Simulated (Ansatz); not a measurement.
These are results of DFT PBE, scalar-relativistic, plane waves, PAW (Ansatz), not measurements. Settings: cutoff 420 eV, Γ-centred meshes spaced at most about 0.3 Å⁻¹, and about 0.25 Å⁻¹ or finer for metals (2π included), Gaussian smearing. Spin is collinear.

These are static total energies at zero pressure.

Two forms of Gd3O5 were relaxed alike.

A. (opposed, unequal moments (Gd +6.7, O -0.6 μB) on the magnetic atoms, averaged by element; signs in the order of the file + + + 0 0 0 0 −)

```xyz
8
Lattice="3.8242 0.0000 0.0000 0.0000 3.8242 0.0000 0.0000 0.0000 8.5319" Properties=species:S:1:pos:R:3 pbc="T T T"
Gd    0.0000    0.0000    0.0000
Gd    1.9121    1.9121    2.5117
Gd    1.9121    1.9121    6.0202
O     0.0000    1.9121    7.1105
O     1.9121    0.0000    7.1105
O     0.0000    1.9121    1.4213
O     1.9121    0.0000    1.4213
O     0.0000    0.0000    4.2659
```

B. (opposed, unequal moments (Gd +6.8, O -0.3 μB) on the magnetic atoms, averaged by element; signs in the order of the file + + + 0 0 − − −)

```xyz
8
Lattice="3.7708 0.0000 0.0000 -1.8854 3.2656 0.0000 0.0000 0.0000 9.8876" Properties=species:S:1:pos:R:3 pbc="T T T"
Gd    0.0000    2.1770    3.1280
Gd    0.0000    0.0000    0.0000
Gd    1.8854    1.0885    6.7596
O     1.8854    1.0885    8.9375
O     0.0000    2.1770    0.9501
O     0.0000    0.0000    2.6228
O     0.0000    0.0000    7.2648
O     0.0000    0.0000    4.9438
```

Problem. Which is lower in energy, and by how much?

Solution. B is lower, by 113 meV/atom. A has space group P4/mmm (No. 123), 15.6 Å³/atom and no gap on its mesh; B has space group P-3m1 (No. 164), 15.2 Å³/atom and a gap of 0.51 eV. Counting O atoms around Gd (those within 1.25 times the shortest such distance or 1.15 times the sum of covalent radii; a plus sign parts nearer from farther groups; a slash parts the counts of unlike sites), A has Gd 4/8 and B has Gd 4+3/6+2. Both come from invented guesses.

Kohn–Sham gaps at this level usually fall short of measured ones. In such compounds of Gd a zero gap at this level may well be an artefact, since no Hubbard U is applied. Another magnetic order may lie lower. Cells relaxed within their symmetry can be saddle points.
